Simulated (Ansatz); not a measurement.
# Si₅C₃: which arrangement of Si and C?

Computed with Ansatz, DFT PBE, scalar-relativistic, plane waves, PAW. Settings: cutoff 420 eV, Γ-centred meshes spaced at most about 0.3 Å⁻¹, and about 0.25 Å⁻¹ or finer for metals (2π included), Gaussian smearing. No spin polarisation.

These are static total energies at zero pressure. Each row is a relaxed arrangement of Si and C on shared sites of the diamond type. The column n gives the unlike atoms among the 4 nearest shared sites, averaged over those sites; energies count from the lowest row.

```csv
row,space group,source,atoms,n (of 4),V (Å³/atom),gap on mesh (eV),ΔE (meV/atom)
1,P-4m2 (No. 115),invented,8,3.00,12.35,0,0
2,P-43m (No. 215),invented,8,3.00,12.70,0,?
3,R3m (No. 160),invented,8,3.00,12.22,0,4
```

The cell of row 2:

```
CELL_PARAMETERS angstrom
4.66618 0.00000 0.00000
0.00000 4.66618 0.00000
0.00000 0.00000 4.66618
ATOMIC_POSITIONS crystal
Si 0.00000 0.00000 0.00000
Si 0.72911 0.27089 0.72911
Si 0.27089 0.72911 0.72911
Si 0.72911 0.72911 0.27089
Si 0.27089 0.27089 0.27089
C 0.50000 0.50000 0.00000
C 0.50000 0.00000 0.50000
C 0.00000 0.50000 0.50000
```

Question: Estimate the missing energy, and say where the row ranks.

Answer: 116 meV/atom, above row 3, the highest. The count n alone doesn't order these rows. Rows 1 and 2 share n and still differ by 116 meV/atom, so farther pairs, strain or a change of electronic state count too. Row 2: Si on a site of symmetry -43m is surrounded by 4 Si at 2.19 Å; around Si on a site of symmetry 3m lie 3 C at 1.97 Å and 1 Si at 2.19 Å; around C lie 4 Si at 1.97 Å.

The zero gap of P-43m may come from the functional, which often closes small gaps. Only small cells were tried. Some structure types and database cells were kept out of the candidates from the start, so a known form may be missing.

All three arrangements avoid C–C bonds and contain the same number of Si–C and Si–Si nearest-neighbour contacts, so the high energy of P-43m must come from how those contacts are arranged. This cell is zinc-blende SiC with a quarter of the carbon replaced by silicon, which gathers every Si–Si bond around one atom. The size mismatch is then hard to relieve: the Si–Si bonds, at 2.19 Å, are shorter than in elemental silicon, while the Si–C bonds, at 1.97 Å, are stretched beyond those of SiC. Cubic symmetry leaves little freedom to relax either, and strain is probably the main part of the penalty. The lower-symmetry cells can presumably distribute the misfit better.

The 4 meV/atom between P-4m2 and R3m is too small to settle their order at finite temperature. None of this makes Si₅C₃ a stable compound: SiC is the established solid compound of this system, and the energies given don't test separation into SiC and silicon.
